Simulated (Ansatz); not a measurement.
# Si2Ni: the cost of one run

Method: DFT PBEsol, scalar-relativistic, plane waves, PAW, in Ansatz 0.2.0.

2 further runs of the same task are left out: 2 set aside as unsound or not needed. Runs told in other sessions of the task aren't counted.

### Step 1. Starting point

The structure is cubic, space group Fm-3m (No. 225). Conventional cell: a = 5.391 Å, b = 5.391 Å, c = 5.391 Å, α = 90.00°, β = 90.00°, γ = 90.00°. Around Si (site symmetry -43m) lie 4 Ni at 2.33 Å. Ni (site symmetry m-3m) has 8 Si at 2.33 Å in its first shell of neighbours.

Coordinates:

```
Si Ni
1.0
     0.00000    2.69567    2.69567
     2.69567    0.00000    2.69567
     2.69567    2.69567    0.00000
Si Ni
2 1
Direct
  0.25000 0.25000 0.25000
  0.75000 0.75000 0.75000
  0.00000 0.00000 0.00000
```

It is the result of an earlier relaxation at this level (volume 13.06 Å³/atom; gap on the mesh: none (metal)).

Its energy, with the smearing taken to zero, is -7049.3152 eV for the 3-atom cell on a 14×14×14 mesh; differences below count from it.

### Step 2. Next cell: Ni and Si exchanged on 3 pairs of sites drawn at random in a supercell of the crystal

In a supercell of the relaxed crystal with 24 atoms, 3 Ni and as many Si trade places (38 % of the Ni sites); all atoms are shaken by 0.02 Å.

The cell holds 16 Si, 8 Ni: a = 7.625 Å, b = 7.625 Å, c = 7.625 Å, α = 60.00°, β = 60.00°, γ = 60.00°.

### Step 3. Relaxation without symmetry, coarse mesh

Cell and atoms move without symmetry, on a coarse mesh with loose thresholds.

input.yaml reads:

```yaml
crystal:
  lattice:
    - [5.3913419749, 0.0, 5.3913419749]
    - [5.3913419749, 5.3913419749, 0.0]
    - [0.0, 5.3913419749, 5.3913419749]
  atoms:
    - { symbol: Si, position: [0.1240148746, 0.1289712965, 0.1256328262] }
    - { symbol: Si, position: [0.1241957132, 0.6303714436, 0.1208910069] }
    - { symbol: Si, position: [0.6264486165, 0.1253563956, 0.1232850586] }
    - { symbol: Si, position: [0.6207920056, 0.6210630659, 0.130238966] }
    - { symbol: Si, position: [0.1238701872, 0.1256890371, 0.6299614344] }
    - { symbol: Si, position: [0.1225649323, 0.6232081008, 0.6232144003] }
    - { symbol: Ni, position: [0.6241112317, 0.1249553497, 0.6289617188] }
    - { symbol: Si, position: [0.6308934047, 0.6224724479, 0.6226731732] }
    - { symbol: Ni, position: [0.3749562774, 0.3790683251, 0.3727277906] }
    - { symbol: Si, position: [0.373810834, 0.8730853555, 0.3786383047] }
    - { symbol: Si, position: [0.8702592485, 0.374755844, 0.3720454968] }
    - { symbol: Si, position: [0.880324485, 0.8765865205, 0.3734134019] }
    - { symbol: Si, position: [0.37791785, 0.3748480742, 0.8689525999] }
    - { symbol: Ni, position: [0.3750795246, 0.8759758344, 0.8750310719] }
    - { symbol: Si, position: [0.8736857135, 0.3765419582, 0.8800813763] }
    - { symbol: Si, position: [0.8723715708, 0.8793793757, 0.8718045946] }
    - { symbol: Ni, position: [0.5015204413, 0.4999071874, 0.4983683322] }
    - { symbol: Ni, position: [0.4992133872, 0.9928978917, 0.5016012743] }
    - { symbol: Ni, position: [0.0030865946, 0.5029792474, 0.4983472852] }
    - { symbol: Si, position: [0.002927274, 0.9967572804, 0.5010821078] }
    - { symbol: Ni, position: [0.500188004, 0.5009174709, 0.9999457632] }
    - { symbol: Ni, position: [0.4995150671, 0.999311586, 0.0018800494] }
    - { symbol: Si, position: [0.0043230304, 0.5023833399, 0.99919871] }
    - { symbol: Si, position: [0.0045670771, 0.9971393645, 0.9955069744] }
  symmetry: { detect: false }
basis:
  ecutwfc: 420
kpoints:
  mp_grid: { grid: [2, 2, 2], shift: [0.5, 0.5, 0.5] }
hamiltonian:
  xc: pbesol
scf:
  occupations: { method: gaussian, width: 0.1 }
  lower_state_search: "off"
output:
  forces: true
  stress: true
  eigenvalues: true
relax:
  adjacent_minimum: "off"
  f_tol: 0.04
  max_steps: 50
  cell: { stress_tol: 0.3 }
```

The run is started by

```console
$ ansatz run input.yaml --threads 4 --pin off --max-ram 9216MiB --backend cpu --events-out ev --progress --plain --runs-dir out
```

**Question.** How long does this run take on 4 threads of Intel Xeon Platinum 8259CL at 2.50GHz (Skylake/Cascade Lake), shared host, and how much memory does it need?

About 2.4 min, with a peak of 1.1 GiB.
